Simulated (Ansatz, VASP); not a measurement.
## Ag in VASP and in Ansatz

INCAR

```
SYSTEM = Ag
ALGO     = Fast           ! electronic algorithm
EDIFF    = 1E-7           ! SCF threshold, eV
ENCUT    = 520            ! plane-wave cutoff, eV
GGA      = PS             ! functional
ISIF     = 2              ! what is computed and relaxed
ISMEAR   = -1             ! smearing method
LASPH    = .TRUE.         ! aspherical terms in the spheres
LCHARG   = .TRUE.         ! write CHGCAR
LELF     = .TRUE.         ! ELF
LREAL    = .FALSE.        ! projectors in reciprocal space
LVHAR    = .TRUE.       
LWAVE    = .FALSE.        ! write WAVECAR
NBANDS   = 12             ! bands
NELM     = 80             ! most SCF steps
PREC     = Accurate       ! precision mode
SIGMA    = 0.05           ! smearing width, eV
```

KPOINTS

```
k-points
0
G
  11 11 11
  0 0 0
```

POSCAR

```
Ag
1.0
    0.0000000000      2.0427500000      2.0427500000
    2.0427500000      0.0000000000      2.0427500000
    2.0427500000      2.0427500000      0.0000000000
Ag
1
Direct
    0.0000000000      0.0000000000      0.0000000000
```

The input input.yaml:

```yaml
crystal:
  lattice:
    - [0.0, 2.04275, 2.04275]
    - [2.04275, 0.0, 2.04275]
    - [2.04275, 2.04275, 0.0]
  atoms:
    - { symbol: Ag, position: [0.0, 0.0, 0.0] }
kpoints:
  mp_grid: { grid: [11, 11, 11] }
  band_path:
    path:
      - [0.0, 0.0, 0.0]
      - [0.5, 0.0, 0.5]
      - [0.5, 0.25, 0.75]
      - [0.375, 0.375, 0.75]
      - [0.0, 0.0, 0.0]
      - [0.5, 0.5, 0.5]
      - [0.625, 0.25, 0.625]
      - [0.5, 0.25, 0.75]
    npoints: 12
scf:
  occupations: { method: fermi_dirac, width: 0.05 }
hamiltonian:
  xc: pbesol
  pseudopotentials: { kind: all_electron, lapw: { basis_error: 0.001 } }
output:
  forces: true
  stress: true
  eigenvalues: true
```

Alike in both runs: functional PBEsol; k mesh 11 × 11 × 11; occupations fermi-dirac, width 0.05 eV; no spin polarisation.

|  | VASP | Ansatz |
| --- | --- | --- |
| version | VASP 6.6.1 | Ansatz 0.2.0 |
| potentials or method | VASP PAW PBE potentials, release 64 (Ag) | all-electron LAPW, scalar-relativistic |
| plane-wave cutoff (eV) | 520 | see its input |
| task | single point | band structure |

```csv
,VASP,Ansatz,Ansatz less VASP
gap on the k mesh at the Fermi level (eV),none,none,-
pressure (GPa),-3.1,-2.9,+0.18
```

A gap of «none» marks a metal or a gap that the smearing closes. Ansatz ran all-electron here, so the differences hold the error of VASP's frozen core and of both bases.

Caveats: the PAW data sets were made with another functional, which shifts forces and pressure a little (VASP).
